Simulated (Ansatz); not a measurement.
**WS$_{2}$: what symmetry allows forces and stress to be**

```
W S
1.0
     3.18000    0.00000    0.00000
    -1.59000    2.75396    0.00000
     0.00000    0.00000   12.50000
W S
2 4
Direct
  0.33333 0.66667 0.25000
  0.66667 0.33333 0.75000
  0.33333 0.66667 0.62720
  0.66667 0.33333 0.12000
  0.33333 0.66667 0.88000
  0.66667 0.33333 0.38000
```

The calculation used DFT PBE, scalar-relativistic, plane waves, PAW in Ansatz 0.2.0.

Plane waves to 420 eV, a k mesh through Γ of 12×12×4 on the computed 6-atom cell and Gaussian smearing (0.02 eV); no spin polarisation.

This distorted cell has space group P3m1, with 6 operations.

Without a calculation: in which directions can each atom feel a force?

A force must be left unchanged by every operation that keeps its atom in place, so it lies in the space that those operations leave fixed. Atoms that the group maps onto each other feel forces of one size.
| atom | site symmetry | operations at the site | equivalent to atom | allowed force (Cartesian) |
| --- | --- | --- | --- | --- |
| W1 | 3m. | 6 | 1 | along (0.00, 0.00, 1.00) |
| W2 | 3m. | 6 | 2 | along (0.00, 0.00, 1.00) |
| S3 | 3m. | 6 | 3 | along (0.00, 0.00, 1.00) |
| S4 | 3m. | 6 | 4 | along (0.00, 0.00, 1.00) |
| S5 | 3m. | 6 | 5 | along (0.00, 0.00, 1.00) |
| S6 | 3m. | 6 | 6 | along (0.00, 0.00, 1.00) |

That leaves 6 independent force components of 18, tied by 1 condition that the forces sum to zero, so 5 remain. A relaxation in this cell that keeps the symmetry moves the atoms in these directions alone.

And the stress tensor?

It must be invariant under the point group, which leaves 2 independent components: yz, xz, xy vanish; xx = yy.

Do the computed values obey this?

Yes. Forces (eV/Å):
```
W1   0.000  0.000  0.005
W2   0.000  0.000  1.393
S3   0.000  0.000 -0.514
S4   0.000  0.000  1.059
S5   0.000  0.000 -0.911
S6   0.000  0.000 -1.032
```

Stress (GPa, compression positive, xx yy zz yz xz xy): -0.64 -0.64 -3.18 0.00 0.00 0.00. The program imposes the same operations on density, forces and stress, so this confirms the analysis and is no independent test of the calculation.

Spin–orbit coupling is left out, which can shift energies with elements as heavy as these. The cell holds layers, and where no dispersion correction was added their binding is poorly described.